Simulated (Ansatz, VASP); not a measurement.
## TaN in VASP and in Ansatz

```
Ta N
1.0
     2.93994    0.00000    0.00000
    -1.46997    2.54606    0.00000
     0.00000    0.00000    2.89018
Ta N
1 1
Direct
  0.00000 0.00000 0.50000
  0.66667 0.33333 0.00000
```

Alike in both runs: task single point; functional PBE; k mesh 13 × 13 × 11; occupations fermi-dirac, width 0.05 eV; non-collinear spin, spin-orbit coupling.

|  | VASP | Ansatz |
| --- | --- | --- |
| version | VASP 6.6.1 | Ansatz 0.2.0 |
| potentials or method | VASP PAW PBE potentials, release 64 (Ta_pv, N), cutoff 520 eV | all-electron LAPW |

|  | VASP | Ansatz | Ansatz less VASP |
| --- | --- | --- | --- |
| pressure (GPa) | 4.4 | 3.1 | -1.23 |
| largest component of the traceless stress (GPa) | 0.04 | 0.16 | +0.121 |
| net moment per atom (μB) | 0.00 | 0.00 | 0.000 |

Ansatz ran all-electron here, so the differences hold the error of VASP's frozen core and of both bases.
